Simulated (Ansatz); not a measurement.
NaCl built on the rocksalt prototype, relaxed with r2SCAN in Ansatz. It is cubic, Fm-3m (No. 225); conventional cell a = 5.605 Å, 22.02 Å³ an atom. Na is surrounded by 6 Cl at 2.80 Å; Cl is surrounded by 6 Na at 2.80 Å.

The axes x, y and z are those of this cell:
```
CELL_PARAMETERS angstrom
0.00000 2.80270 2.80270
2.80270 0.00000 2.80270
2.80270 2.80270 0.00000
ATOMIC_POSITIONS crystal
Na 0.00000 0.00000 0.00000
Cl 0.50000 0.50000 0.50000
```

Unstrained: PBE gives a direct gap of 5.180 eV at Γ. With r2SCAN the gap is 5.975 eV and direct, at Γ. The HSE06 gap is direct at Γ: 6.559 eV. Meshes: PBE 8×8×8, r2SCAN 8×8×8, HSE06 6×6×6. Strains are changes of length per length. After each strain the atoms were relaxed again with r2SCAN within the symmetry that the strain leaves, so tilts or polar shifts that break it weren't tested; points keep the names that they have in the unstrained zone. (Simulation; spin polarisation is off.)

Question: Estimate what isotropic -2.0 % on every length does to the gap.

Answer: PBE: the gap goes from 5.180 to 5.431 eV (+0.251 eV). r2SCAN: the gap goes from 5.975 to 6.245 eV (+0.270 eV). HSE06: the gap goes from 6.559 to 6.829 eV (+0.270 eV). The r2SCAN energy rises by 7.7 meV an atom.

Question: Apply isotropic +1.0 % on every length. How far does the gap move, against the unstrained cell?

Answer: PBE: the gap goes from 5.180 to 5.064 eV (-0.116 eV). r2SCAN: the gap goes from 5.975 to 5.851 eV (-0.124 eV). HSE06: the gap goes from 6.559 to 6.434 eV (-0.125 eV). The r2SCAN energy rises by 1.5 meV an atom.

Question: Apply isotropic -1.0 % on every length. How far does the gap move, against the unstrained cell?

Answer: PBE: the gap goes from 5.180 to 5.302 eV (+0.122 eV). r2SCAN: the gap goes from 5.975 to 6.107 eV (+0.132 eV). HSE06: the gap goes from 6.559 to 6.690 eV (+0.131 eV). The r2SCAN energy rises by 1.9 meV an atom.

Question: Apply isotropic -4.0 % on every length. How far does the gap move, against the unstrained cell?

Answer: PBE: the gap goes from 5.180 to 5.710 eV (+0.530 eV). r2SCAN: the gap goes from 5.975 to 6.546 eV (+0.571 eV). HSE06: the gap goes from 6.559 to 7.128 eV (+0.569 eV). The r2SCAN energy rises by 32.4 meV an atom.

Question: Estimate what isotropic +3.0 % on every length does to the gap.

Answer: PBE: the gap goes from 5.180 to 4.849 eV (-0.331 eV). r2SCAN: the gap goes from 5.975 to 5.622 eV (-0.353 eV). HSE06: the gap goes from 6.559 to 6.203 eV (-0.356 eV). The r2SCAN energy rises by 13.3 meV an atom.

Question: Apply isotropic -3.0 % on every length. How far does the gap move, against the unstrained cell?

Answer: PBE: the gap goes from 5.180 to 5.567 eV (+0.387 eV). r2SCAN: the gap goes from 5.975 to 6.392 eV (+0.417 eV). HSE06: the gap goes from 6.559 to 6.974 eV (+0.415 eV). The r2SCAN energy rises by 17.7 meV an atom.

Question: Estimate what isotropic +4.0 % on every length does to the gap.

Answer: PBE: the gap goes from 5.180 to 4.750 eV (-0.430 eV). r2SCAN: the gap goes from 5.975 to 5.516 eV (-0.459 eV). HSE06: the gap goes from 6.559 to 6.095 eV (-0.464 eV). The r2SCAN energy rises by 23.0 meV an atom.

Question: Apply isotropic +2.0 % on every length. How far does the gap move, against the unstrained cell?

Answer: PBE: the gap goes from 5.180 to 4.954 eV (-0.226 eV). r2SCAN: the gap goes from 5.975 to 5.734 eV (-0.241 eV). HSE06: the gap goes from 6.559 to 6.316 eV (-0.243 eV). The r2SCAN energy rises by 6.0 meV an atom.

The meshes of the hybrids are coarse, so their gaps aren't converged to the digits shown.
